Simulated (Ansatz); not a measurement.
# InSe: the cost of one run

Method: DFT PBE, scalar-relativistic, plane waves, PAW, in Ansatz 0.2.0.

**1. The starting structure**

It takes space group C2/m (No. 12, monoclinic). The conventional cell has a = 11.736 Å, b = 4.110 Å, c = 4.610 Å, α = 90.00°, β = 110.30°, γ = 90.00°. In (site symmetry m) is surrounded by 3 Se at 2.58 to 2.78 Å and 1 In at 2.74 Å. Se (site symmetry m) has 3 In at 2.58 to 2.78 Å as nearest neighbours.

As a file:

```cif
data_structure
_symmetry_space_group_name_H-M 'C2/m'
_symmetry_Int_Tables_number 12
_cell_length_a 11.7358
_cell_length_b 4.1100
_cell_length_c 4.6100
_cell_angle_alpha 90.000
_cell_angle_beta 110.301
_cell_angle_gamma 90.000
_cell_volume 208.55
loop_
_atom_site_label
_atom_site_type_symbol
_atom_site_symmetry_multiplicity
_atom_site_Wyckoff_symbol
_atom_site_fract_x
_atom_site_fract_y
_atom_site_fract_z
_atom_site_occupancy
In1 In 4 i 0.88400 0.00000 0.00500 1
Se1 Se 4 i 0.66000 0.00000 0.64200 1
```

The runs take a perfect supercell of 64 atoms; the defect goes to fractional position (0.335, 0.826, 0.660).

**2. The perfect supercell**

Input file input.yaml:

```yaml
crystal:
  lattice:
    - [3.19883, 8.22, -8.647305]
    - [-3.19883, 8.22, 8.647305]
    - [10.136391, -8.22, 4.323652]
  atoms:
    - { symbol: In, position: [0.66175, 0.72225, 0.884] }
    - { symbol: In, position: [0.41175, 0.97225, 0.884] }
    - { symbol: In, position: [0.16175, 0.97225, 0.384] }
    - { symbol: In, position: [0.66175, 0.22225, 0.884] }
    - { symbol: In, position: [0.41175, 0.47225, 0.884] }
    - { symbol: In, position: [0.16175, 0.72225, 0.884] }
    - { symbol: In, position: [0.91175, 0.97225, 0.884] }
    - { symbol: In, position: [0.16175, 0.47225, 0.384] }
    - { symbol: In, position: [0.91175, 0.72225, 0.384] }
    - { symbol: In, position: [0.66175, 0.97225, 0.384] }
    - { symbol: In, position: [0.16175, 0.22225, 0.884] }
    - { symbol: In, position: [0.91175, 0.47225, 0.884] }
    - { symbol: In, position: [0.91175, 0.22225, 0.384] }
    - { symbol: In, position: [0.66175, 0.47225, 0.384] }
    - { symbol: In, position: [0.41175, 0.72225, 0.384] }
    - { symbol: In, position: [0.41175, 0.22225, 0.384] }
    - { symbol: In, position: [0.83825, 0.77775, 0.116] }
    - { symbol: In, position: [0.58825, 0.02775, 0.116] }
    - { symbol: In, position: [0.33825, 0.02775, 0.616] }
    - { symbol: In, position: [0.83825, 0.27775, 0.116] }
    - { symbol: In, position: [0.58825, 0.52775, 0.116] }
    - { symbol: In, position: [0.33825, 0.77775, 0.116] }
    - { symbol: In, position: [0.08825, 0.02775, 0.116] }
    - { symbol: In, position: [0.33825, 0.52775, 0.616] }
    - { symbol: In, position: [0.08825, 0.77775, 0.616] }
    - { symbol: In, position: [0.83825, 0.02775, 0.616] }
    - { symbol: In, position: [0.33825, 0.27775, 0.116] }
    - { symbol: In, position: [0.08825, 0.52775, 0.116] }
    - { symbol: In, position: [0.08825, 0.27775, 0.616] }
    - { symbol: In, position: [0.83825, 0.52775, 0.616] }
    - { symbol: In, position: [0.58825, 0.77775, 0.616] }
    - { symbol: In, position: [0.58825, 0.27775, 0.616] }
    - { symbol: Se, position: [0.3345, 0.8255, 0.66] }
    - { symbol: Se, position: [0.0845, 0.0755, 0.66] }
    - { symbol: Se, position: [0.8345, 0.0755, 0.16] }
    - { symbol: Se, position: [0.3345, 0.3255, 0.66] }
    - { symbol: Se, position: [0.0845, 0.5755, 0.66] }
    - { symbol: Se, position: [0.8345, 0.8255, 0.66] }
    - { symbol: Se, position: [0.5845, 0.0755, 0.66] }
    - { symbol: Se, position: [0.8345, 0.5755, 0.16] }
    - { symbol: Se, position: [0.5845, 0.8255, 0.16] }
    - { symbol: Se, position: [0.3345, 0.0755, 0.16] }
    - { symbol: Se, position: [0.8345, 0.3255, 0.66] }
    - { symbol: Se, position: [0.5845, 0.5755, 0.66] }
    - { symbol: Se, position: [0.5845, 0.3255, 0.16] }
    - { symbol: Se, position: [0.3345, 0.5755, 0.16] }
    - { symbol: Se, position: [0.0845, 0.8255, 0.16] }
    - { symbol: Se, position: [0.0845, 0.3255, 0.16] }
    - { symbol: Se, position: [0.1655, 0.6745, 0.34] }
    - { symbol: Se, position: [0.9155, 0.9245, 0.34] }
    - { symbol: Se, position: [0.6655, 0.9245, 0.84] }
    - { symbol: Se, position: [0.1655, 0.1745, 0.34] }
    - { symbol: Se, position: [0.9155, 0.4245, 0.34] }
    - { symbol: Se, position: [0.6655, 0.6745, 0.34] }
    - { symbol: Se, position: [0.4155, 0.9245, 0.34] }
    - { symbol: Se, position: [0.6655, 0.4245, 0.84] }
    - { symbol: Se, position: [0.4155, 0.6745, 0.84] }
    - { symbol: Se, position: [0.1655, 0.9245, 0.84] }
    - { symbol: Se, position: [0.6655, 0.1745, 0.34] }
    - { symbol: Se, position: [0.4155, 0.4245, 0.34] }
    - { symbol: Se, position: [0.4155, 0.1745, 0.84] }
    - { symbol: Se, position: [0.1655, 0.4245, 0.84] }
    - { symbol: Se, position: [0.9155, 0.6745, 0.84] }
    - { symbol: Se, position: [0.9155, 0.1745, 0.84] }
basis:
  ecutwfc: 420
  fft_grid_basis: typed
kpoints:
  mp_grid: { grid: [1, 1, 1] }
hamiltonian:
  xc: pbe
  pseudopotentials: { kind: paw }
scf:
  occupations: { method: gaussian, width: 0.05 }
output:
  forces: true
  stress: false
  eigenvalues: true
  bader: false
  write_density: true
  volumetric_format: npy
```

Run with:

```
> ansatz run input.yaml --threads 8 --pin off --max-ram 16384MiB --backend cpu --events-out ev --progress --plain --runs-dir out
```

**Question.** How long does this run take on 8 threads of Arm Neoverse N1, shared host, and how much memory does it need?

About 24 s, with a peak of 2.7 GiB.
